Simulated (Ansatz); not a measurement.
Runs of Ansatz 0.2.0 on GaAs. The structure is cubic, space group F-43m (No. 216). The conventional cell has a = 5.654 Å, b = 5.654 Å, c = 5.654 Å, α = 90.00°, β = 90.00°, γ = 90.00°. Around As (site symmetry -43m) lie 4 Ga at 2.45 Å. Around Ga (site symmetry -43m) lie 4 As at 2.45 Å. 

```csv
task,level,cell,cutoff (eV),smearing,gap on the mesh (eV),pressure (GPa),relaxed volume (Å³/atom)
relaxation of cell and atoms,PBE+D4,relaxed,-,fermi-dirac 0.05 eV,0.50,0.0,22.66
single point,PBE,as given,316,gaussian 0.023 eV,0.52,3.3,-
relaxation of cell and atoms,BLYP+D4,relaxed,-,fermi-dirac 0.05 eV,-,0.0,22.86
relaxation of cell and atoms,BLYP+D3(BJ),relaxed,-,fermi-dirac 0.05 eV,-,0.0,22.92
single point,PBE,as given,316,gaussian 0.03 eV,0.52,3.3,-
single point,LDA,as given,316,gaussian 0.05 eV,(b),-1.9,-
single point,PBE,as given,316,gaussian 0.024 eV,0.52,3.3,-
single point,PBE,as given,316,gaussian 0.05 eV,0.52,3.3,-
single point,PBE,as given,316,gaussian 0.018 eV,0.52,3.3,-
single point,PBE,as given,316,gaussian 0.019 eV,0.52,3.3,-
band structure,BLYP,as given,316,fermi-dirac 0.05 eV,(a),6.9,-
band structure,PBE,as given,316,fermi-dirac 0.05 eV,0.52,3.3,-
```

Alike in all rows: potentials or basis all-electron LAPW, scalar-relativistic; no spin polarisation; k mesh 8 × 8 × 8; basis error allowed 0.001 eV/atom.

Q: Estimate the missing entries.

A: (a) 0.35; (b) 0.28.

A k mesh can miss the band edges, and the runs leave out spin-orbit coupling on As, Ga.
